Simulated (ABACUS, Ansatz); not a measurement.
**Cost and result for the equilibrium volume of Li**

Symmetry: Im-3m, No. 229, cubic system. Conventional cell: a = 3.509 Å, b = 3.509 Å, c = 3.509 Å, α = 90.00°, β = 90.00°, γ = 90.00°. Li (site symmetry m-3m) is surrounded by 8 Li at 3.04 Å.

```tsv
rung	level	program and potentials	cutoff (eV)	k mesh	smearing	task	core time	chip	equilibrium volume (Å³/atom)	miss	notes
GGA	PBE	Ansatz, all-electron LAPW, scalar-relativistic	-	11 × 11 × 11	fermi-dirac 0.05	relaxation of cell and atoms	1.4 s	Intel Xeon Platinum 8488C Sapphire Rapids	20.19	-6.6 %	-
GGA	BLYP	Ansatz, all-electron LAPW, scalar-relativistic	-	11 × 11 × 11	fermi-dirac 0.05	relaxation of cell and atoms	1.6 s	Arm Neoverse V2	20.04	-7.3 %	-
GGA	RPBE	Ansatz, all-electron LAPW, scalar-relativistic	-	11 × 11 × 11	fermi-dirac 0.05	relaxation of cell and atoms	1.6 s	Arm Neoverse V1	21.06	-2.5 %	-
GGA + dispersion	PBEsol+D4	Ansatz, all-electron LAPW, scalar-relativistic	-	11 × 11 × 11	fermi-dirac 0.05	relaxation of cell and atoms	1.9 s	Arm Neoverse V2	(a)	?	-
GGA + dispersion	PBEsol+D3(BJ)	Ansatz, all-electron LAPW, scalar-relativistic	-	11 × 11 × 11	fermi-dirac 0.05	relaxation of cell and atoms	2.6 s	Arm Neoverse V1	18.47	-14.5 %	-
GGA	revPBE	ABACUS, Ansatz NC PBE, plane waves	1034	9 × 9 × 9	fermi-dirac 0.05	relaxation of cell and atoms	7 s	Intel Xeon Platinum 8375C Ice Lake	21.18	-2.0 %	potentials made for PBE
GGA	OLYP	ABACUS, PseudoDojo NC SR 0.5 PBE standard, plane waves	1007	9 × 9 × 9	fermi-dirac 0.05	relaxation of cell and atoms	9.2 s	Intel Xeon Platinum 8488C Sapphire Rapids	20.70	-4.2 %	potentials made for PBE
GGA	PW91	ABACUS, SG15 ONCV 1.2 PBE, plane waves	1007	9 × 9 × 9	fermi-dirac 0.05	relaxation of cell and atoms	16 s	Intel Xeon Platinum 8488C Sapphire Rapids	20.48	-5.2 %	potentials made for PBE
GGA	SOGGA	ABACUS, SSSP 1.3 efficiency PBE, plane waves	748	9 × 9 × 9	fermi-dirac 0.05	relaxation of cell and atoms	51 s	Intel Xeon Platinum 8375C Ice Lake	20.34	-5.9 %	potentials made for PBE
GGA	BP86	ABACUS, SSSP 1.3 efficiency PBE, plane waves	748	9 × 9 × 9	fermi-dirac 0.05	equation of state	56 s	Intel Xeon 6975P-C Granite Rapids	20.68	-4.3 %	potentials made for PBE
```

Times are single runs on shared hosts and different chips, so they are rough; meshes, cutoffs and the tasks' sizes weigh on the time. All rows: no spin polarisation. Smearing widths are in eV. For a metal such meshes aren't converged. Meshes differ between rows, which moves values too. Meshes are those of the run's cell of 1 atom unless a note names another. Relaxations start from the cell shown or near it and stop with a little pressure left. Misses use the values as printed. Runs on faulty files, with rough fits or with known faults for this quantity aren't shown. No row holds spin-orbit coupling.

Measured: 21.61 Å³/atom at 293 K (COD entry, Crystal Structures 1 7 1963). The runs are for a static lattice.

**Question.** Estimate the value left out from the other rows.

**Answer.** (a) 20.08 Å³/atom, miss -7.1 %.
